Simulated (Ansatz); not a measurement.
# I (I4/mmm) in Ansatz: convergence with xc grid

Aim: find how far xc grid must go before the results for I settle, at PBE. This setting moves, with any that are tied to it; all else stays.

Everything below comes from runs of Ansatz 0.2.0. Logs are shortened: lines on timing, memory, paths and dates and some standing lists are left out, and cuts for length are marked.

## (1) Starting point

It takes space group I4/mmm (No. 139, tetragonal). Conventional cell: a = 3.235 Å, b = 3.235 Å, c = 8.530 Å, α = 90.00°, β = 90.00°, γ = 90.00°. Around I (site symmetry 4/mmm) lie 4 I at 3.23 Å.

## (2) With xc grid 1

Input file input.yaml:

```yaml
crystal:
  lattice:
    - [-1.617456, 1.617456, 4.264808]
    - [1.617456, -1.617456, 4.264808]
    - [1.617456, 1.617456, -4.264808]
  atoms:
    - { symbol: I, position: [0.0, 0.0, 0.0] }
kpoints:
  mp_grid: { grid: [11, 11, 11] }
scf:
  occupations: { method: fermi_dirac, width: 0.05 }
hamiltonian:
  xc: pbe
  pseudopotentials: { kind: all_electron, lapw: { basis_error: 0.001 } }
output:
  forces: true
  stress: true
  eigenvalues: true
basis:
  xc_grid: 1
```

Potentials or basis: all-electron LAPW, scalar-relativistic.

Run with:

```bash
ansatz run input.yaml --threads 1 --pin off --max-ram 3072MiB --backend cpu --events-out ev --progress --plain --runs-dir out
```

Log:

```text
Warning: RAYON_NUM_THREADS=1 ignored (pool sized by the plan → 1); use --threads N
LAPW: plane waves up to 6.469 Å⁻¹, error target 1.0e-3 eV per atom; small_component_spin mean_spin; I in spheres of 1.617 Å, 25 of its electrons in bands, Dirac shells [] (how accurate: hamiltonian.pseudopotentials.lapw.basis_error, Limitations)
Engine: ansatz 0.2.0, x86_64-unknown-linux-gnu
Pseudopotentials: kind: all_electron
Pseudopotential: I, LAPW, valence charge 25, lapw/all_electron/scalar/gaussian/I, Koelling and Harmon's equation, gaussian nucleus
Functional definition: PBE
  parameter kappa = 0.804
  parameter beta = 0.06672455060314922
  exchange = pbe_x(kappa = kappa, mu = beta*pi^2/3)
  correlation = pbe_c(beta = beta)
Crystal: 1 atoms, lattice volume = 44.630 Å³
Basis set: ecut = 159.43187237646043 eV, 205 PW (Γ), FFT grids on a1+a3, a2+a3, a3, exchange–correlation at level 1
Bands: 17, of which v1, the nominal top of the filled ones, is band 13 counted from 1 (12 counted from 0)
Symmetry: 16 space group operations
Space group: I4/mmm (ITA 139), of the structure as read, at distance tolerance 3.5e-5 Å
k-points: 126 of 1331
Non-local potential: I, projectors of the file, none
Initial density: superposition of atomic densities (chi_scale 0.1, normalization cell)
Initial wavefunctions: plane waves of lowest kinetic energy (no species holds an atomic orbital)
Functional: x = pbe(κ = 0.804, μ = 0.2195149727645171), c = pbe(β = 0.06672455060314922)
iter 1 solved again at ethr=1.58e-4 eV; its pass at ethr=1.00e-1 eV (dr2=3.96e-2 eV) is discarded
SCF iter   1: F=—  HF=-193641.816145 eV  |F-HF|=—  |Δ(HF+E_count)|=         —  Δρ=7.48e-3  dr2=3.93e-2  ethr=1.58e-4  ⟨swp⟩=3.0  Hψ=14168  notcnv=0
preconditioner: auto → LDOS  [metal: Δε(μ)=0.012 eV  Ē_g=12.927 eV  σ=0.050 eV  W_gap=0.06  n_scr=10 (ndim 8)  ℏωp=14.7 eV  f_vac=0.274  D(μ)=0.82/eV (n_scr^D=2)  β→1.0]
SCF iter   2: F=—  HF=-193641.789135 eV  |F-HF|=—  |Δ(HF+E_count)|=   2.70e-2  Δρ=2.48e-3  dr2=4.13e-3  ethr=1.57e-4  ⟨swp⟩=3.0  Hψ=7010  notcnv=0
iter 3 solved again at ethr=7.85e-8 eV; its pass at ethr=1.65e-5 eV (dr2=1.96e-5 eV) is discarded
SCF iter   3: F=—  HF=-193641.786408 eV  |F-HF|=—  |Δ(HF+E_count)|=   2.73e-3  Δρ=2.62e-4  dr2=1.97e-5  ethr=7.85e-8  ⟨swp⟩=2.0  Hψ=10798  notcnv=0
SCF iter   4: F=—  HF=-193641.786924 eV  |F-HF|=—  |Δ(HF+E_count)|=         —  Δρ=3.07e-5  dr2=3.82e-7  ethr=7.85e-8  ⟨swp⟩=3.0  Hψ=6172  notcnv=0
the basis was enlarged: its passes take 2.8 MiB over the memory plan, 1 of 1 planned eigensolver slots
SCF iter   5: F=—  HF=-193641.786902 eV  |F-HF|=—  |Δ(HF+E_count)|=   2.24e-5  Δρ=1.11e-5  dr2=5.98e-8  ethr=1.53e-9  ⟨swp⟩=3.0  Hψ=6192  notcnv=0
SCF iter   6: F=—  HF=-193641.786900 eV  |F-HF|=—  |Δ(HF+E_count)|=   2.00e-6  Δρ=6.90e-6  dr2=1.87e-8  ethr=2.39e-10  ⟨swp⟩=3.0  Hψ=6305  notcnv=0
SCF iter   7: F=-193641.786899 eV  HF=-193641.786899 eV  |F-HF|=5.84e-8  |Δ(HF+E_count)|=   1.11e-6  Δρ=1.31e-6  dr2=7.08e-10  ethr=7.49e-11  ⟨swp⟩=3.0  Hψ=6184  notcnv=0
SCF 1 converged in 7 iterations: F = -193641.786899 eV  dr2 = 7.08e-10
SCF converged after 7 iterations
Free energy (F): -193641.786899 eV
Harris-Foulkes:  -193641.786899 eV  (|F-HF|=5.84e-8)
Internal energy: -193641.780674 eV  (E = F + TS)
E sigma→0 (E₀):  -193641.783786 eV
Entropy (-TS):   -0.006225 eV (-6.225 meV/atom)
Fermi energy:    6.379334 eV
--- Per-component energies (eV) ---
  E_band       = -1415.483507
  E_kinetic    = 204943.831202
  E_xc         = -4939.620074
  E_electrostatic = -393645.991802  (all electrons and nuclei)
  E_smearing   = -0.006225  (= −TS)
  E_closure    = 0.000000  (closes the sum)
  E_atoms      = -193640.378522  (free atoms, spherical and without spin; not in F)
  Σ components = -193641.786899   (vs F -193641.786899, Δ=0.00e0)
  Basis errors (estimates in eV, not in F): energy 4.5e-4 per atom: plane waves 4.1e-4 (2.3e-4 summed), levels above the bands 2.1e-95, relativity 4.9e-8, radial functions 3.9e-5, core shells 1.9e-9; eigenvalues (radial functions only) 8.7e-6; not estimated: angular momenta, meshes, grids; target (lapw.basis_error) 1.0e-3; muffin-tin radii I 1.617 Å
--- Forces (eV/Å), atoms counted from 1 ---
  atom   1  I      0.00000000     0.00000000     0.00000000
  max |Σ_I F_I| component: 7.89e-31 eV/Å
--- Stress (GPa, compression-positive) ---
        0.152511      -0.000000      -0.000000
       -0.000000       0.152511      -0.000000
       -0.000000      -0.000000       0.157358
  P = ⅓ Tr σ = 0.1541 GPa (1.541 kbar)
--- Band table (eV; the first three rows and the last of 126) ---
  k-point 0: bands = ["-169.0530", "-116.1146", "-116.1146", "-115.8990", "-38.9623", "-38.9422", "-38.7651", "-38.7651", "-38.7147", "-7.4129", "4.0258", "7.1605", "7.1605", "10.5530", "13.7703", "14.3661", "18.7756"]
  k-point 1: bands = ["-169.0530", "-116.1146", "-116.1146", "-115.8990", "-38.9593", "-38.9432", "-38.7655", "-38.7655", "-38.7136", "-7.2514", "4.1598", "6.4647", "6.4649", "10.8381", "14.8537", "15.3648", "16.8187"]
  k-point 2: bands = ["-169.0530", "-116.1147", "-116.1147", "-115.8990", "-38.9511", "-38.9457", "-38.7667", "-38.7667", "-38.7106", "-6.7886", "4.5270", "5.1397", "5.1403", "11.5448", "15.2818", "15.5274", "16.8446"]
  k-point 125: bands = ["-169.0530", "-116.1146", "-116.1146", "-115.8990", "-38.9608", "-38.9427", "-38.7655", "-38.7650", "-38.7141", "-7.2124", "2.7317", "6.2882", "7.1222", "13.7004", "14.6278", "15.4593", "18.9391"]
```

It took 24 s on 1 thread of Intel Xeon at 2.50GHz (Skylake/Cascade Lake), shared host; peak memory 0.31 GiB.

What came out:

```
Free energy            : -193641.7869 eV
Pressure               : 0.2 GPa
Band gap on the k mesh : none (metal or under the smearing width)
```

## (3) With xc grid 2

input.yaml: that of step 2 with these lines changed.

```diff
@@ -19,2 +19,2 @@
 basis:
-  xc_grid: 1
+  xc_grid: 2
```

Potentials or basis: all-electron LAPW, scalar-relativistic.

Run with:

```bash
ansatz run input.yaml --threads 1 --pin off --max-ram 3072MiB --backend cpu --events-out ev --progress --plain --runs-dir out
```

Run time: 23 s. Hardware: 1 thread of Intel Xeon at 2.50GHz (Skylake/Cascade Lake), shared host; peak memory 0.31 GiB.

What came out:

- Free energy: -193641.7869 eV
- Pressure: 0.2 GPa
- Band gap on the k mesh: none (metal or under the smearing width)

## (4) With xc grid 3

input.yaml: that of step 3 with these lines changed.

```diff
@@ -19,2 +19,2 @@
 basis:
-  xc_grid: 2
+  xc_grid: 3
```

Run with:

```bash
ansatz run input.yaml --threads 1 --pin off --max-ram 3072MiB --backend cpu --events-out ev --progress --plain --runs-dir out
```

Wall time 24 s (1 thread of Intel Xeon at 2.50GHz (Skylake/Cascade Lake), shared host); peak memory 0.32 GiB.

It converged, with:

```yaml
Free_energy: -193641.7869 eV
Pressure: 0.2 GPa
Band_gap_on_the_k_mesh: none (metal or under the smearing width)
```

## (5) With xc grid 4

input.yaml: that of step 4 with these lines changed.

```diff
@@ -19,2 +19,2 @@
 basis:
-  xc_grid: 3
+  xc_grid: 4
```

Run with:

```bash
ansatz run input.yaml --threads 1 --pin off --max-ram 3072MiB --backend cpu --events-out ev --progress --plain --runs-dir out
```

Wall time 23 s (1 thread of Intel Xeon at 2.50GHz (Skylake/Cascade Lake), shared host); peak memory 0.32 GiB.

The run converged. Its results:

```
Free energy            : -193641.7869 eV
Pressure               : 0.2 GPa
Band gap on the k mesh : none (metal or under the smearing width)
```

## (6) Result

| xc grid | energy less the tightest run, at zero smearing (meV/atom) | SCF cycles | CPU time (s) | peak memory (GiB) |
| --- | --- | --- | --- | --- |
| 1 | 0.00 | 7 | 23 | 0.31 |
| 2 | 0.00 | 7 | 23 | 0.31 |
| 3 | 0.00 | 7 | 24 | 0.32 |
| 4 | 0.00 | 7 | 23 | 0.32 |

Against the tightest run, the energy stays within 1 meV/atom from 1 on. The tightest run that finished is the yardstick and may itself not be fully converged.

Caveats: an odd number of electrons without spin polarisation forces a metal; a magnetic or distorted state may lie lower.
